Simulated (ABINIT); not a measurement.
Input of an ABINIT 10.8.3 (patched build) run:

run.abi

```
ndtset 2

pp_dirpath "./"
pseudos "Hf.GGA_PBE-ansatz.xml, N.GGA_PBE-ansatz.xml"

acell 3*1.0 Angstrom
rprim
     0.0000000000     2.2515592000     2.2515592000
     2.2515592000     0.0000000000     2.2515592000
     2.2515592000     2.2515592000     0.0000000000
ntypat 2
znucl 72 7
natom 2
typat 1 2
chkprim 0
chksymtnons 0
tolsym 1.0e-6
xred
            0.0            0.0            0.0
            1/2            1/2            1/2

ecut 16.0
pawecutdg 32.0
pawxcdev 0
pawovlp 30
ecutsm 0.5

ngkpt 6 6 6
nshiftk 4
shiftk
     0.5000000000     0.5000000000     0.5000000000
     0.5000000000     0.0000000000     0.0000000000
     0.0000000000     0.5000000000     0.0000000000
     0.0000000000     0.0000000000     0.5000000000

ixc -116133

nband 24
occopt 3
tsmear 0.00183747

nstep 80

prteig 0
prtebands 0
prtwf 0
prtden 0
prtpot 0

kptopt1 1
tolvrs1 1.0e-11
prtwf1 1
tolwfr1 1.0e-14
nbdbuf1 4
nline1 6

rfphon2 1
rfatpol2 1 2
rfdir2 1 1 1
getwfk2 1
kptopt2 2
nqpt2 1
qpt2 0.0 0.0 0.0
tolvrs2 1.0e-9
```

File mrgddb.in:

```
merged_DDB
HfN
2
runo_DS1_DDB
runo_DS2_DDB
```

The input anaddb.abi:

```
ddb_filepath "merged_DDB"
output_file "anaddb.abo"
outdata_prefix "ana"
asr 2
chneut 0
dipdip 0
dieflag 0
enunit 0
eivec 1
nph1l 1
qph1l 0.0 0.0 0.0 1.0
```

Potentials or basis: Ansatz PAW PBE default generated set, frozen core.

Launch:

```console
$ abinit run.abi > log 2>&1
$ mrgddb < mrgddb.in > mrgddb.log 2>&1
$ anaddb anaddb.abi > anaddb.log 2>&1
```

(1) Predict the highest phonon frequency at Γ, LO-TO splitting left out.

(2) Predict the pressure.

Results:

(1) 501 cm⁻¹.

(2) -0.3 GPa.

Caveat: the PAW data sets were made with another functional, which shifts forces and pressure a little; the atomic spheres overlap.
